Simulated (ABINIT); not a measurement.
Planning a run of ABINIT 10.8.3 on BaO (Fm-3m). The input:

```
acell 3*1.0 Angstrom
rprim 
  -0.000000000000 2.750000000000 2.750000000000
  2.750000000000 -0.000000000000 2.750000000000
  2.750000000000 2.750000000000 -0.000000000000
ntypat 2
znucl 56 8
natom 2
typat 1 2
xred 
  0.000000000000 0.000000000000 0.000000000000
  0.500000000000 0.500000000000 0.500000000000
pp_dirpath "pseudos"
pseudos "Ba.upf, O.upf"
ecut 36
nspinor 2
ngkpt 4 4 4
nshiftk 1
shiftk 0 0 0
kptopt 1
chksymbreak 0
istwfk *1
occopt 1
irdwfk 1
optdriver 4
nband 72
gwcalctyp 0
ecutsigx 36
symsigma 0
nkptgw 2
kptgw 
  0.5000000000 0.5000000000 0.0000000000
  0.0000000000 0.0000000000 0.0000000000
bdgw 
  13 20
  13 22
ecuteps 3.6
irdscr 1
ppmodel 1
indata_prefix "in"
outdata_prefix "out"
tmpdata_prefix "tmp"
```

The database entry behind the starting cell differs from later determinations by our own check (about 0.7 % short), so it need not match the best structure at ambient conditions.

```sh
OMP_NUM_THREADS=1 mpirun -n 4 abinit run.abi > log
```

Estimate wall time and host memory on 4 MPI ranks of Arm Neoverse V1, shared host.

It took 39 s; on shared hardware allow 20 s to 78 s. Peak host memory was 0.97 GiB.

[Paths, hosts, dates, memory and timing lines, banners, echoed tables and standing remarks are left out of the program output.]

[Logs are printed without paths, hosts, clocks, repeated set-up lines and the standing remarks that a program may print on its own settings, such as how far it seeks lower states.]

[Runs of the session that timed out or met a known fault of the program may be left out.]

[Hosts, paths, dates, database ids (printed as entryN), source tags and the programs' standing remarks are cut or masked in the printed files.]

[G0W0 gaps are taken among the corrected bands and points alone; a level outside them can change the order at an edge.]

[Where Ansatz stands beside ABINIT at settings called matched, ABINIT's density can come from a denser mesh and the files from another edition; pairs whose starting gaps differed by over 0.03 eV were left out, so agreement reads better than it is.]
